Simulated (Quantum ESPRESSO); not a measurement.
# W under changes of volume

One of the cells (15.848 Å³/atom); the others are scaled copies at fixed shape and fractional positions:

```
W
1.0
    -1.58234    1.58234    1.58234
     1.58234   -1.58234    1.58234
     1.58234    1.58234   -1.58234
W
1
Cartesian
  0.0000 0.0000 0.0000
```

```yaml
Program: Quantum ESPRESSO 7.5
Functional: PBEsol
Potentials_or_basis: PseudoDojo 0.4.1 SR PBEsol standard
Cutoff: 1007 eV
Density_cutoff: 4027 eV
k_mesh: 12 × 12 × 12
Occupations: fermi-dirac, width 0.05 eV
Spin: no spin polarisation
```

| volume (Å³/atom) | energy over the lowest point (meV/atom) | pressure (GPa) |
| --- | --- | --- |
| 14.897 | ? | ? |
| 15.214 | 15.35 | 10.8 |
| 15.531 | 1.02 | 3.7 |
| 15.848 | 0.00 | -2.8 |
| 16.165 | 11.04 | -8.6 |
| 16.482 | 33.09 | -13.9 |
| 16.798 | 65.15 | -18.7 |

**Question.** What does the run at 14.897 Å³/atom give?

**Answer.** Energy over the lowest point 44.34 meV/atom; pressure 18.6 GPa.

Worked out: A Birch-Murnaghan fit of order 3 (a polynomial in V^(-2/3)) to the other rows has its minimum at 15.71 Å³/atom with B0 = V·E''(V) = 315 GPa and B' = 3.6. It gives 44.19 meV/atom at 14.897 Å³/atom, against the run's 44.34, and -dE/dV = 18.5 GPa, against 18.6.

Energies are extrapolated to zero smearing.
